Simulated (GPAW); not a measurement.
Runs of GPAW 26.7.0 on WS2. The cell holds a slab with vacuum, 6 atoms: a = 3.183 Å, b = 3.183 Å, c = 23.669 Å, α = 90.00°, β = 90.00°, γ = 120.00°. 

```tsv
task	level	potentials or basis	k mesh	cutoff (eV)	smearing	maxiter	exx fractions	eigensolver	band path	band points	mesh quality	gap on the mesh (eV)	largest force (eV/Å)
one-shot levels on a semilocal density	TPSS	GPAW PAW data sets (gpaw-data 1.2.1), pw	4 × 4 × 1	450	fermi-dirac 0.001 eV	150	TPSSh 0.1, TPSS0 0.25	davidson niter=2	-	-	coarse	(a)	-
band structure	PBEsol	PAW data sets generated in the run's folder for this functional, pw	7 × 7 × 2	600	fermi-dirac 0.05 eV	150	-	-	GMKGALHA,LM,KH	80	not flagged	1.63	0.11
band structure	LDA	the program's PAW data sets (release 1.2.1) made for this functional, pw	7 × 7 × 2	600	fermi-dirac 0.05 eV	150	-	-	GMKGALHA,LM,KH	80	not flagged	1.60	(b)
single point	r2SCAN	GPAW PAW data sets (gpaw-data 1.2.1), pw	8 × 8 × 1	450	fermi-dirac 0.05 eV	120	-	-	-	-	not flagged	1.83	0.01
```

Alike in all rows: no spin polarisation; cell as given.

**Question.** Fill in the values left out.

**Answer.** (a) 1.91; (b) 0.44.

Caveats: some runs use coarse meshes; spin-orbit coupling is left out, which moves the levels of the heavy elements; the PAW data sets were made with another functional, which shifts forces and pressure a little (some runs); energy and the plain gap are those of the semilocal run (some runs); the hybrids' values are one shot on its orbitals and mesh (some runs); the cutoff is short for stress and forces, so pressures can be off by a GPa or more (some runs).

A k mesh can miss the band edges, and the runs leave out spin-orbit coupling on W.

Runs at the PBE level aren't shown here.
